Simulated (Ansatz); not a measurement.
A run of Ansatz 0.2.0:

Contents of input.yaml:

```yaml
crystal:
  lattice:
    - [-3.0335, 3.0335, 2.4385]
    - [3.0335, -3.0335, 2.4385]
    - [3.0335, 3.0335, -2.4385]
  atoms:
    - { symbol: Cu, position: [0.25, 0.25, 0.0] }
    - { symbol: Cu, position: [0.75, 0.75, 0.0] }
    - { symbol: Al, position: [0.3419, 0.1581, 0.5] }
    - { symbol: Al, position: [0.8419, 0.3419, 0.1838] }
    - { symbol: Al, position: [0.6581, 0.8419, 0.5] }
    - { symbol: Al, position: [0.1581, 0.6581, 0.8162] }
hamiltonian:
  xc: pbesol
  pseudopotentials: { kind: paw }
kpoints:
  mp_grid: { grid: [7, 7, 7] }
scf:
  occupations: { method: fermi_dirac, width: 0.05 }
output:
  forces: true
  stress: true
  eigenvalues: true
  write_density: true
  write_potential: true
  elf: true
  volumetric_format: npy
relax:
  f_tol: 0.01
  max_steps: 40
  cell: { stress_tol: 0.05 }
```

Potentials or basis: Ansatz PAW.

Command:

```sh
$ ansatz run input.yaml --threads 2 --pin off --max-ram 5632MiB --backend cpu --events-out ev --progress --plain --runs-dir out
```

Hardware: 2 threads of AMD EPYC 7R43 64-Core Processor (Zen 3), with other jobs on the host.

Problem. Estimate the wall time of this run.

Solution. Wall time 33 s on 2 threads of AMD EPYC 7R43 64-Core Processor (Zen 3), on a shared host, peak memory 0.46 GiB. Counts: scf iterations 30, plane waves 1681, k points 40, bands 31, ion steps 5.
